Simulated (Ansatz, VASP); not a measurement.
# TiSi2: VASP beside Ansatz

File INCAR:

```
SYSTEM = TiSi2
ALGO = Normal ; EDIFF = 1E-7
ENCUT = 520 ; GGA = PS
ISIF = 2 ; ISMEAR = -1
KPAR = 2 ; LASPH = .TRUE.
LCHARG = .FALSE. ; LREAL = .FALSE.
LWAVE = .FALSE. ; NBANDS = 29
NELM = 100 ; PREC = Accurate
SIGMA = 0.05
```

Contents of KPOINTS:

```
k-points
0
G
  8 8 8
  0 0 0
```

POSCAR

```
TiSi2
1.0
    1.7883327548     -6.8482296503      0.0000000000
    1.7883327548      6.8482296503      0.0000000000
    0.0000000000      0.0000000000      3.6120895340
Ti Si
2 4
Direct
    0.1031180800      0.8968819200      0.2500000000
    0.8968819200      0.1031180800      0.7500000000
    0.7503148200      0.2496851800      0.2500000000
    0.2496851800      0.7503148200      0.7500000000
    0.4417485500      0.5582514500      0.2500000000
    0.5582514500      0.4417485500      0.7500000000
```

Contents of input.yaml:

```yaml
crystal:
  lattice:
    - [1.7883327548, -6.8482296503, 0.0]
    - [1.7883327548, 6.8482296503, 0.0]
    - [0.0, 0.0, 3.612089534]
  atoms:
    - { symbol: Ti, position: [0.10311808, 0.89688192, 0.25] }
    - { symbol: Ti, position: [0.89688192, 0.10311808, 0.75] }
    - { symbol: Si, position: [0.75031482, 0.24968518, 0.25] }
    - { symbol: Si, position: [0.24968518, 0.75031482, 0.75] }
    - { symbol: Si, position: [0.44174855, 0.55825145, 0.25] }
    - { symbol: Si, position: [0.55825145, 0.44174855, 0.75] }
hamiltonian:
  xc: pbesol
  pseudopotentials: { kind: paw }
kpoints:
  mp_grid: { grid: [8, 8, 8] }
scf:
  occupations: { method: fermi_dirac, width: 0.05 }
output:
  forces: true
  stress: true
  eigenvalues: true
```

Change from the starting cell: volume scaled by 1.04.

Alike in both runs: task single point; functional PBEsol; k mesh 8 × 8 × 8; occupations fermi-dirac, width 0.05 eV; no spin polarisation.

|  | VASP | Ansatz |
| --- | --- | --- |
| version | VASP 6.6.1 | Ansatz 0.2.0 |
| potentials or method | VASP PAW PBE potentials, release 64 (Ti_sv, Si) | Ansatz PAW |
| plane-wave cutoff (eV) | 520 | 420 |
| valence electrons in the cell | 40 | 40 |

```csv
,VASP,Ansatz,Ansatz less VASP
gap on the k mesh at the Fermi level (eV),none,none,-
pressure (GPa),-7.1,-7.2,-0.13
largest component of the traceless stress (GPa),0.34,0.37,+0.025
rms of the force components (eV/Å),0.040,0.040,+0.0005
```

Atom by atom the forces differ by 0.001 eV/Å (rms over components). A gap of «none» marks a metal or a gap that the smearing closes. With one functional, cell and mesh, what is left measures potentials, basis and numerics.

Caveats: the PAW data sets were made with another functional, which shifts forces and pressure a little (VASP); the PAW data sets come from PBE, with cores solved anew for the run's functional, which leaves a small shift of forces and pressure (Ansatz).
